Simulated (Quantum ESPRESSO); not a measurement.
**Ca: Wannier functions under several settings**

```xyz
1
Lattice="0.0000 2.7942 2.7942 2.7942 0.0000 2.7942 2.7942 2.7942 0.0000" Properties=species:S:1:pos:R:3 pbc="T T T"
Ca    0.0000    0.0000    0.0000
```

All runs used Quantum ESPRESSO 7.5; potentials GBRV 1.5 LDA; k mesh 6 × 6 × 6; given cell; no spin polarisation; cutoff 612 eV; occupations fermi-dirac, width 0.05 eV.

| level | start | Wannier mesh | spread a function (Å²) | RMS miss of the bands (meV) |
| --- | --- | --- | --- | --- |
| LDA | atomic projections with disentanglement | 5 × 5 × 5 | 1.68 | 19 |
| LDA | atomic projections with disentanglement, not minimised | 5 × 5 × 5 | 2.33 | 53 |
| LDA | SCDM with an erfc weight | 5 × 5 × 5 | ? | ? |

Task: What stands in the row left open?

Result: Spread a function 3.30 Å²; RMS miss of the bands 81 meV.

Caveats: the Wannier minimisation didn't converge (some runs).

For the row left open. Caveat: the k mesh is coarse.
